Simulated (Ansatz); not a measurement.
Lu:

```
CELL_PARAMETERS angstrom
-1.95411 1.95411 1.95411
1.95411 -1.95411 1.95411
1.95411 1.95411 -1.95411
ATOMIC_POSITIONS crystal
Lu 0.00000 0.00000 0.00000
```

This isn't the form of Lu at room conditions, which is hcp.

| Quantity | Value |
| --- | --- |
| Program | Ansatz 0.2.0 |
| Task | relaxation of cell and atoms |
| Functional | r2SCAN |
| Dispersion | D3(BJ) |
| Potentials or basis | Ansatz PAW |
| Cutoff | 500 eV (not typed: the program's choice for these potentials) |
| k mesh | 10 × 10 × 10 |
| Occupations | fermi-dirac, width 0.05 eV |
| Spin | no spin polarisation |

At the start: volume 29.85 Å³/atom.

How do energy, volume and symmetry change on relaxing?

It ends after 3 steps and the volume is 28.90 Å³/atom (-3.2 %); space group Im-3m (No. 229, to 0.05 Å).

Step by step:
| step | energy change (eV) | largest force (eV/Å) | volume (Å³) |
| --- | --- | --- | --- |
| 1 | 0.0000 | 0.0000 | 29.85 |
| 2 | -0.0046 | 0.0000 | 28.90 |
| 3 | -0.0045 | 0.0000 | 28.90 |

Final structure:
```
CELL_PARAMETERS angstrom
-1.93318 1.93318 1.93318
1.93318 -1.93318 1.93318
1.93318 1.93318 -1.93318
ATOMIC_POSITIONS crystal
Lu 0.00000 0.00000 0.00000
```

Caveat: the plane-wave basis is chosen anew once the cell has moved, so the energies of steps on either side of that aren't comparable; pairwise dispersion overbinds metals, which lowers pressure and volume; the PAW data sets come from PBE, with cores solved anew for the run's functional, which leaves a small shift of forces and pressure; the dispersion damping was fitted for another functional or another form of the correction.
